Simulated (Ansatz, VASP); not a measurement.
**One calculation of Ga, two programs**

```
Ga
1.0
     1.47844   -4.14473    0.00000
     1.47844    4.14473    0.00000
     0.00000    0.00000    3.23217
Ga
2
Direct
  0.13300 0.86700 0.75000
  0.86700 0.13300 0.25000
```

This isn't the form of Ga at room conditions, which is orthorhombic.

Alike in both runs: task single point; functional PBEsol; k mesh 10 × 10 × 8; occupations fermi-dirac, width 0.05 eV; no spin polarisation.

```csv
,VASP,Ansatz
version,VASP 6.6.1,Ansatz 0.2.0
potentials or method,"VASP PAW PBE potentials, release 64 (Ga_d)",Ansatz PAW
plane-wave cutoff (eV),520,420
valence electrons in the cell,26,26
```

|  | VASP | Ansatz | Ansatz less VASP |
| --- | --- | --- | --- |
| gap on the k mesh at the Fermi level (eV) | none | none | - |
| pressure (GPa) | -4.6 | -4.6 | -0.02 |
| largest component of the traceless stress (GPa) | 0.90 | 0.90 | -0.002 |
| rms of the force components (eV/Å) | 0.108 | 0.108 | -0.0005 |

Atom by atom the forces differ by 0.001 eV/Å (rms over components). A gap of «none» marks a metal or a gap that the smearing closes.

Caveats: the PAW data sets were made with another functional, which shifts forces and pressure a little (VASP); the PAW data sets come from PBE, with cores solved anew for the run's functional, which leaves a small shift of forces and pressure (Ansatz).
